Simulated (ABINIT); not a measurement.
Input of an ABINIT 10.8.3 (patched build) run:

run.abi

```
pp_dirpath "./"
pseudos "Ti.upf, C.upf"

acell 5.7878323139 5.7878323139 5.7878323139
rprim
     0.0000000000     0.7071067812     0.7071067812
     0.7071067812     0.0000000000     0.7071067812
     0.7071067812     0.7071067812     0.0000000000
ntypat 2
znucl 22 6
natom 2
typat 1 2
xred
     0.0000000000     0.0000000000     0.0000000000
     0.5000000000     0.5000000000     0.5000000000

ecut 38.0

kptopt 1
ngkpt 8 8 8
nshiftk 1
shiftk 0.0 0.0 0.0

ixc -116133

nband 12
occopt 3
tsmear 0.05 eV

nstep 100
tolvrs 1.0e-10

iomode 3
prtwf 0
prteig 0
prtebands 0
enunit 2
prtden 1
prtvha 1
prtvclmb 1
prtpot 1
prtelf 1
```

Potentials or basis: PseudoDojo NC SR PBEsol v0.4 stringent.

The run is started by

```console
$ mpirun --bind-to none -np 4 abinit run.abi > log 2>&1
```

(1) Estimate the pressure.

(2) Estimate the band gap on the k mesh.

## Answers

(1) -6.9 GPa.

(2) none (metal or under the smearing width).
